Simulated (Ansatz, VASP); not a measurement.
## One calculation of BiS, two programs

The input INCAR:

```
PREC = Accurate ; ENCUT = 520
EDIFF = 1E-7 ; ISMEAR = -1
SIGMA = 0.05 ; LREAL = F
LASPH = T ; NELM = 60
ALGO = Normal ; ISIF = 2
LWAVE = F ; LCHARG = F
GGA = PE ; NBANDS = 18
```

Contents of KPOINTS:

```
Automatic mesh
0
Gamma
  7 7 7
```

POSCAR

```
BiS
1.0
    4.0029443400      0.0000000000      0.0000000000
    0.0000000000      4.0029443400      0.0000000000
    0.0000000000      0.0000000000      4.0029443400
Bi S
1 1
Direct
    0.5000000000      0.5000000000      0.5000000000
    0.0000000000      0.0000000000      0.0000000000
```

input.yaml

```yaml
crystal:
  lattice:
    - [4.00294434, 0.0, 0.0]
    - [0.0, 4.00294434, 0.0]
    - [0.0, 0.0, 4.00294434]
  atoms:
    - { symbol: Bi, position: [0.5, 0.5, 0.5] }
    - { symbol: S, position: [0.0, 0.0, 0.0] }
hamiltonian:
  xc: pbe
  pseudopotentials: { kind: paw }
kpoints:
  mp_grid: { grid: [7, 7, 7] }
scf:
  occupations: { method: fermi_dirac, width: 0.05 }
output:
  forces: true
  stress: true
  eigenvalues: true
  write_density: true
  write_potential: true
  elf: true
  volumetric_format: npy
```

The cell was built by a generator and needn't be a form met in nature.

Alike in both runs: task single point; functional PBE; k mesh 7 × 7 × 7; occupations fermi-dirac, width 0.05 eV; no spin polarisation.

|  | VASP | Ansatz |
| --- | --- | --- |
| version | VASP 6.6.1 | Ansatz 0.2.0 |
| potentials or method | VASP PAW PBE potentials, release 64 (Bi_d, S) | Ansatz PAW |
| plane-wave cutoff (eV) | 520 | 420 |
| valence electrons in the cell | 21 | 21 |

|  | VASP | Ansatz | Ansatz less VASP |
| --- | --- | --- | --- |
| gap on the k mesh at the Fermi level (eV) | none | none | - |
| pressure (GPa) | -11.0 | -10.9 | +0.05 |

A gap of «none» marks a metal or a gap that the smearing closes. The functional is the same, so the differences come from potentials, cutoffs and numerics.

Caveats: spin-orbit coupling is left out, which moves the levels of the heavy elements.
